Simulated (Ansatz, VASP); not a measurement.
# Two plane-wave programs on GaP

The input POSCAR:

```
GaP
1.0
    0.0000000000      2.7252500000      2.7252500000
    2.7252500000      0.0000000000      2.7252500000
    2.7252500000      2.7252500000      0.0000000000
Ga P
1 1
Direct
    0.0000000000      0.0000000000      0.0000000000
    0.7500000000      0.7500000000      0.7500000000
```

File INCAR.step1:

```
ALGO     = Normal         # electronic algorithm
EDIFF    = 1E-4           # SCF threshold, eV
ENCUT    = 600            # plane-wave cutoff, eV
GGA      = PE             # functional
ISMEAR   = -1             # smearing method
LASPH    = T              # aspherical terms in the spheres
LCHARG   = F              # write CHGCAR
LREAL    = F              # projectors in reciprocal space
LWAVE    = T              # write WAVECAR
NELM     = 100            # most SCF steps
PREC     = Accurate       # precision mode
SIGMA    = 0.05           # smearing width, eV
```

The input INCAR.step2:

```
ALGO     = Normal         # electronic algorithm
EDIFF    = 1E-6           # SCF threshold, eV
EDIFFG   = -0.01          # ionic threshold
ENCUT    = 600            # plane-wave cutoff, eV
IBRION   = 2              # ionic algorithm
ISIF     = 3              # what is computed and relaxed
ISMEAR   = -1             # smearing method
ISTART   = 1            
IVDW     = 13             # dispersion correction
LASPH    = T              # aspherical terms in the spheres
LCHARG   = F              # write CHGCAR
LMIXTAU  = T            
LREAL    = F              # projectors in reciprocal space
LWAVE    = F              # write WAVECAR
METAGGA  = R2SCAN         # meta-GGA
NELM     = 100            # most SCF steps
NSW      = 60             # ionic steps
PREC     = Accurate       # precision mode
SIGMA    = 0.05           # smearing width, eV
VDW_A1   = 0.51559235   
VDW_A2   = 5.77342911   
VDW_S6   = 1.0          
VDW_S8   = 0.6018749
```

KPOINTS

```
k-points
0
Gamma
  8 8 8
```

input.yaml

```yaml
crystal:
  lattice:
    - [0.0, 2.72525, 2.72525]
    - [2.72525, 0.0, 2.72525]
    - [2.72525, 2.72525, 0.0]
  atoms:
    - { symbol: Ga, position: [0.0, 0.0, 0.0] }
    - { symbol: P, position: [0.75, 0.75, 0.75] }
hamiltonian:
  xc: r2scan
  pseudopotentials: { kind: paw }
  dispersion: d4
kpoints:
  mp_grid: { grid: [8, 8, 8] }
scf:
  occupations: { method: fermi_dirac, width: 0.05 }
output:
  forces: true
  stress: true
  write_density: true
  write_potential: true
  elf: true
  volumetric_format: npy
relax:
  f_tol: 0.01
  max_steps: 40
  cell: { stress_tol: 0.05 }
```

Alike in both runs: task relaxation of cell and atoms; functional r2SCAN; dispersion D4; k mesh 8 × 8 × 8; occupations fermi-dirac, width 0.05 eV; no spin polarisation.

|  | VASP | Ansatz |
| --- | --- | --- |
| version | VASP 6.6.1 | Ansatz 0.2.0 |
| potentials or method | VASP PAW PBE potentials, release 64 (Ga_d, P) | Ansatz PAW |
| plane-wave cutoff (eV) | 600 | 500 |
| valence electrons in the cell | 18 | 18 |

```tsv
	VASP	Ansatz	Ansatz less VASP
gap on the k mesh at the Fermi level, each at its own relaxed structure (eV)	1.88	1.88	-0.005
relaxed volume (Å³/atom)	19.98	20.01	+0.029
relaxed cell length with the largest relative difference (Å)	3.838	3.840	+0.0018
```

Caveats: the PAW data sets were made with another functional, which shifts forces and pressure a little (VASP); the plane-wave basis is chosen anew once the cell has moved, so the energies of steps on either side of that aren't comparable (Ansatz); the PAW data sets come from PBE, with cores solved anew for the run's functional, which leaves a small shift of forces and pressure (Ansatz). r2SCAN opens gaps a little over a GGA but as a rule still falls short of measured ones. A k mesh can miss the band edges.
